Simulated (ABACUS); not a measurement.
# Ag (P-1) in ABACUS: a series of runs, part 2 of 2

ABACUS 3.10.1.

### 3 Relaxation of cell and atoms, PBE, target pressure 5 GPa, at which the enthalpy is minimised

Contents of INPUT:

```
INPUT_PARAMETERS
suffix              Ag
calculation         cell-relax
basis_type          lcao
pseudo_dir          ./
orbital_dir         ./
symmetry            1
dft_functional      pbe
ecutwfc             100
pseudo_rcut         7
nspin               1
nbands              14
ks_solver           genelpa
smearing_method     fd
smearing_sigma      0.00367493
scf_thr             1e-07
scf_nmax            100
mixing_type         broyden
mixing_beta         0.7
cal_force           1
cal_stress          1
out_mul             1
relax_nmax          60
force_thr_ev        0.01
relax_method        cg
out_stru            1
stress_thr          0.5
press1              50
press2              50
press3              50
```

Contents of STRU:

```
ATOMIC_SPECIES
Ag 107.8682 Ag.upf

NUMERICAL_ORBITAL
Ag_confined-atom_7au_3s2p2d1f.orb

LATTICE_CONSTANT
1.8897261246

LATTICE_VECTORS
-1.6103805100 1.6535326600 1.6181576800
1.6593070500 -1.6605473000 1.6740988600
1.6393304800 1.6894972700 -1.6251723200

ATOMIC_POSITIONS
Direct

Ag
0.0
1
0.0000000000 0.0000000000 0.0000000000 1 1 1
```

Contents of KPT:

```
K_POINTS
0
Gamma
8 8 8 0 0 0
```

Potentials or basis: PseudoDojo NC SR 0.4.1 PBE standard, DZP LCAO (the cutoffs set its grid).

Run with:

```
$ OMP_NUM_THREADS=1 mpirun -np 4 abacus > log
```

running log:

```text
ABACUS v3.10.1

               Atomic-orbital Based Ab-initio Computation at UStc

 ------------------------------------------------------------------------------------

 READING GENERAL INFORMATION
                           global_out_dir = OUT.Ag/
                           global_in_card = INPUT
                               pseudo_dir = ./
                              orbital_dir = ./
                                    DSIZE = 4
                                    GSIZE = 1

 READING UNITCELL INFORMATION
                                    ntype = 1
                  lattice constant (Bohr) = 1.88973
              lattice constant (Angstrom) = 1

 READING ATOM TYPE 1
                               atom label = Ag
                      L=0, number of zeta = 3
                      L=1, number of zeta = 2
                      L=2, number of zeta = 2
                      L=3, number of zeta = 1
             number of atom for this type = 1

                        TOTAL ATOM NUMBER = 1
DIRECT COORDINATES
    atom                   x                   y                   z     mag                  vx                  vy                  vz
taud_Ag1            0.0000000000        0.0000000000        0.0000000000  0.0000        0.0000000000        0.0000000000        0.0000000000

                          Volume (Bohr^3) = 122.463
                             Volume (A^3) = 18.1471

 Lattice vectors: (Cartesian coordinate: in unit of a_0)
             -1.61038            +1.65353            +1.61816
             +1.65931            -1.66055             +1.6741
             +1.63933             +1.6895            -1.62517
 Reciprocal vectors: (Cartesian coordinate: in unit of 2 pi/a_0)
          -0.00714769           +0.299831           +0.304488
            +0.298733         -0.00195895           +0.299299
             +0.30061           +0.296519         -0.00383562
 The esolver type has been set to : ksdft_lcao

                PAO radial cut off (Bohr) = 7

 Read in pseudopotential file is Ag.upf
                     pseudopotential type = NC
          exchange-correlation functional = PBE
                 nonlocal core correction = 1
                        valence electrons = 19
                                     lmax = 2
                           number of zeta = 4
                     number of projectors = 6
                           L of projector = 0
                           L of projector = 0
                           L of projector = 1
                           L of projector = 1
                           L of projector = 2
                           L of projector = 2
     initial pseudo atomic orbital number = 10

 SETUP THE ELECTRONS NUMBER
            electron number of element Ag = 19
      total electron number of element Ag = 19
            AUTOSET number of electrons:  = 19
                           occupied bands = 10
                                   NLOCAL = 26
                                   NBANDS = 14
                                   NBANDS = 14
                                   NLOCAL = 26

%%%%%%%%%%%%%%%%%%%%%%%%%%%%%%%%%%%%%%%%%%%%%%%%%%%%%%%%%%%%%%%%%%%%%%%%%%%%%%%%%%%%%%%%%%%%%%%%%%%%%%%%%%
 Warning: the number of valence electrons in pseudopotential > 11 for Ag: [Kr] 4d10 5s1
 Pseudopotentials with additional electrons can yield (more) accurate outcomes, but may be less efficient.
 If you're confident that your chosen pseudopotential is appropriate, you can safely ignore this warning.
%%%%%%%%%%%%%%%%%%%%%%%%%%%%%%%%%%%%%%%%%%%%%%%%%%%%%%%%%%%%%%%%%%%%%%%%%%%%%%%%%%%%%%%%%%%%%%%%%%%%%%%%%%

 SETUP THE PLANE WAVE BASIS
 energy cutoff for charge/potential (unit:Ry) = 400
            fft grid for charge/potential = [ 36, 36, 36 ]
                        fft grid division = [ 3, 3, 3 ]
        big fft grid for charge/potential = [ 12, 12, 12 ]
                                     nbxx = 432
                                     nrxx = 11664

 SETUP PLANE WAVES FOR CHARGE/POTENTIAL
                    number of plane waves = 16543
                         number of sticks = 863

 PARALLEL PW FOR CHARGE/POTENTIAL
     PROC   COLUMNS(POT)             PW
        1            216           4136
        2            216           4136
[... 57 lines left out ...]
                                       C4 = 0
                                       C6 = 0
                                       S1 = 0
                                       S3 = 0
                                       S4 = 0
                                       S6 = 0
               POINT GROUP IN SPACE GROUP = S_2

 SETUP K-POINTS
                                    nspin = 1
                   Input type of k points = Monkhorst-Pack(Gamma)
                                   nkstot = 512
                       right hand lattice = 1
(for reciprocal lattice: )
                             BRAVAIS TYPE = 14
                     BRAVAIS LATTICE NAME = 14. Triclinic cell
                                    ibrav = 14
                       right hand lattice = 1
(for k-lattice: )
                             BRAVAIS TYPE = 14
                     BRAVAIS LATTICE NAME = 14. Triclinic cell
                                    ibrav = 14
                       right hand lattice = 1
                        ROTATION MATRICES = 2
                               nkstot_ibz = 260
K-POINTS REDUCTION ACCORDING TO SYMMETRY
     IBZ    DIRECT_X    DIRECT_Y    DIRECT_Z  WEIGHT  ibz2bz
       1  0.00000000  0.00000000  0.00000000  0.0020       0
       2  0.12500000  0.00000000  0.00000000  0.0039       1
       3  0.25000000  0.00000000  0.00000000  0.0039       2
       4  0.37500000  0.00000000  0.00000000  0.0039       3
       5  0.50000000  0.00000000  0.00000000  0.0020       4
       6  0.00000000  0.12500000  0.00000000  0.0039       8
[... 22 lines left out ...]
      29 -0.12500000  0.37500000  0.00000000  0.0039      31
      30  0.00000000  0.50000000  0.00000000  0.0020      32
[... 230 further k points ...]

                               nkstot now = 260
[... K-POINTS DIRECT COORDINATES: 260 rows ...]

           k-point number in this process = 260
       minimum distributed K point number = 260
[... stars of the k points ...]

[... K-POINTS CARTESIAN COORDINATES: 260 rows ...]

[... K-POINTS DIRECT COORDINATES: 260 rows ...]

 SETUP PLANE WAVES FOR WAVE FUNCTIONS
     energy cutoff for wavefunc (unit:Ry) = 100
              fft grid for wave functions = [ 36, 36, 36 ]
                    number of plane waves = 3317
                         number of sticks = 297

 PARALLEL PW FOR WAVE FUNCTIONS
     PROC   COLUMNS(POT)             PW
        1             74            829
        2             74            829
        3             75            830
        4             74            829
 --------------- sum -------------------
        4            297           3317

 SET NONLOCAL PSEUDOPOTENTIAL PROJECTORS
 max number of nonlocal projetors among all species is 6

 -------------------------------------------
 STEP OF RELAXATION : 1
 -------------------------------------------

 SETUP SEARCHING RADIUS FOR PROGRAM TO SEARCH ADJACENT ATOMS
                  longest orb rcut (Bohr) = 7
   longest nonlocal projector rcut (Bohr) = 1.66
                     search radius (Bohr) = 17.3
              searching radius is (Bohr)) = 17.3
         searching radius unit is (Bohr)) = 1.89
                         PeriodicBoundary = 1
                        Radius(unit:lat0) = 9.17
                                   glayer = [ 5, 5, 5 ]
                             glayer_minus = [ 4, 4, 4 ]

Find the coordinate range of the input atom(unit:lat0).
                                  min_tau = [ -19.6, -20, -19.7 ]
                                  max_tau = [ 19.6, 20, 19.7 ]
                                BoxNumber = [ 9, 9, 9 ]

 SETUP EXTENDED REAL SPACE GRID FOR GRID INTEGRATION
                          real space grid = [ 36, 36, 36 ]
                 big cell numbers in grid = [ 12, 12, 12 ]
             meshcell numbers in big cell = [ 3, 3, 3 ]
                        extended fft grid = [ 19, 19, 19 ]
                dimension of extened grid = [ 51, 51, 51 ]
                            UnitCellTotal = 125
              Atom number in sub-FFT-grid = 1
    Local orbitals number in sub-FFT-grid = 26
                                ParaV.nnr = 17069
                                 init_chg = atomic

 LCAO ALGORITHM --------------- ION=   1  ELEC=   1--------------------------------

 Density error is 0.0421983248064
----------------------------------------------------------
     Energy           Rydberg                 eV
----------------------------------------------------------
 E_KohnSham     -310.0040666266      -4217.8217092937
 E_Harris       -313.7978758882      -4269.4391323758
 E_Fermi        1.2270436263         16.6947850119
----------------------------------------------------------
[... 1760 lines left out ...]
 Lattice vectors: (Cartesian coordinate: in unit of a_0)
            -1.512374           +1.868578           +1.512634
            +1.511871           -1.863370           +1.512042
            +1.512922           +1.870734           -1.512260
 Reciprocal vectors: (Cartesian coordinate: in unit of 2 pi/a_0)
            -0.000627           +0.267396           +0.330153
            +0.330625           -0.000082           +0.330669
            +0.329950           +0.267381           -0.000405

 -------------------------------------------
[... 16 further ionic steps ...]
 STEP OF RELAXATION : 21
 -------------------------------------------

[... set-up of the moved cell ...]

 LCAO ALGORITHM --------------- ION=  21  ELEC=   1--------------------------------
[... 1789 lines left out ...]
 Largest gradient in stress is 0.194048 kbar.
 Threshold is 0.500000 kbar.

 Relaxation is converged!

 --------------------------------------------
 !FINAL_ETOT_IS -4218.2151468343317902 eV
 --------------------------------------------
```

Run time: 2.3 min. Hardware: 4 MPI ranks of Intel Xeon 6975P-C (Granite Rapids), shared host; peak memory 0.88 GiB.

What came out:

| Quantity | Value |
| --- | --- |
| Free energy | -4218.2151 eV |
| Relaxed volume | 17.19 Å³/atom |
| Relaxed cell | a = 2.895 Å, b = 2.895 Å, c = 2.895 Å, α = 119.90°, β = 90.17°, γ = 119.90° |
| Space group after relaxing (to 0.05 Å) | Fm-3m (No. 225) |
| Energy change on relaxing (the enthalpy is what falls) | -34.8 meV/atom |
| Ionic steps | 56 |
| Pressure after relaxing | 5.0 GPa |

Step by step:
```csv
step,energy change (eV),largest force (eV/Å),pressure (GPa),volume (Å³)
1,0.0000,0.0000,-0.01,18.15
3,0.0112,0.0000,4.62,17.31
5,0.0113,0.0000,4.90,17.27
7,0.0110,0.0000,5.43,17.21
9,0.0059,0.0000,4.91,17.28
11,0.0023,0.0000,5.01,17.27
13,-0.0034,0.0000,5.00,17.27
15,-0.0107,0.0000,4.98,17.26
17,-0.0187,0.0000,5.01,17.24
19,-0.0263,0.0000,4.90,17.25
21,-0.0253,0.0000,5.77,17.11
23,-0.0308,0.0000,4.68,17.26
25,-0.0311,0.0000,4.83,17.22
27,-0.0284,0.0000,5.50,17.12
29,-0.0311,0.0000,4.96,17.20
31,-0.0315,0.0000,4.95,17.20
33,-0.0305,0.0000,5.30,17.15
35,-0.0342,0.0000,4.60,17.25
37,-0.0306,0.0000,5.53,17.12
39,-0.0365,0.0000,4.36,17.29
41,-0.0367,0.0000,4.49,17.26
43,-0.0344,0.0000,5.02,17.18
45,-0.0346,0.0000,5.00,17.19
47,-0.0347,0.0000,5.00,17.19
49,-0.0347,0.0000,5.01,17.19
51,-0.0352,0.0000,4.91,17.20
53,-0.0346,0.0000,5.04,17.18
55,-0.0346,0.0000,5.04,17.18
56,-0.0348,0.0000,5.00,17.19
```

Final structure:
```
Ag
1.0
    -1.45226    2.04377    1.44806
     1.45213   -2.04138    1.45157
     1.44750    2.04475   -1.45143
Ag
1
Direct
  0.00000 0.00000 0.00000
```

Caveat: the atomic orbitals were generated for these runs and aren't a published set; the basis of atomic orbitals isn't converged, which shifts pressures, moduli and gaps.
